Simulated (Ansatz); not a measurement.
Zincblende MgS, relaxed with r2SCAN in the PAW code Ansatz. It is cubic, F-43m (No. 216); a = 5.662 Å in the conventional setting, 22.69 Å³ an atom. Around Mg lie 4 S at 2.45 Å; around S lie 4 Mg at 2.45 Å.

The axes x, y and z are those of this cell:
```
CELL_PARAMETERS angstrom
0.00000 2.83088 2.83088
2.83088 0.00000 2.83088
2.83088 2.83088 0.00000
ATOMIC_POSITIONS crystal
Mg 0.00000 0.00000 0.00000
S 0.25000 0.25000 0.25000
```

Unstrained: PBE gives a direct gap of 3.466 eV at Γ. r2SCAN gives a direct gap of 4.142 eV at Γ. The HSE06 gap is direct at Γ: 4.528 eV. Meshes: PBE 8×8×8, r2SCAN 8×8×8, HSE06 6×6×6. Strains are changes of length per length, and xy shears are angles. After each strain the atoms were relaxed again with r2SCAN within the symmetry that the strain leaves, so tilts or polar shifts that break it weren't tested; points keep the names that they have in the unstrained zone. Note: simulated data, non-magnetic, for a generated structure that need not be the stable one.

(1) Estimate what xy shear, engineering strain (angle) -5.86 % does to the gap.

(2) One strain changed the r2SCAN stress by xx +0.91, yy +0.91, zz 0.00 GPa (compression positive) and the gap by +0.011 eV (PBE), +0.014 eV (r2SCAN), +0.014 eV (HSE06). Which kind of strain was it, and roughly how large?

(3) One strain changed the r2SCAN stress by xx -1.07, yy -1.07, zz -1.07, xy -0.40, xz -0.40, yz -0.40 GPa (compression positive) and the gap by -0.131 eV (PBE), -0.140 eV (r2SCAN), -0.140 eV (HSE06). Which kind of strain was it, and roughly how large?

Results:

(1) PBE: the gap goes from 3.466 to 3.246 eV (-0.220 eV); with r2SCAN the top three valence levels at Γ, degenerate before, become 1+1+1 from the top over 353 meV. r2SCAN: the gap goes from 4.142 to 3.911 eV (-0.231 eV). HSE06: the gap goes from 4.528 to 4.299 eV (-0.229 eV). The r2SCAN energy rises by 7.8 meV an atom.

(2) Epitaxial -1.54 % in the xy plane, free normal strain +2.08 %. The pattern of the stress gives the kind; the size needs the stiffness, so it is an estimate.

(3) Uniaxial +1.85 % along [111], other directions held. The pattern of the stress gives the kind; the size needs the stiffness, so it is an estimate.

The meshes of the hybrids are coarse, so their gaps aren't converged to the digits shown.

The splittings at Γ are without spin-orbit coupling, which regroups them where it is of like size or larger.
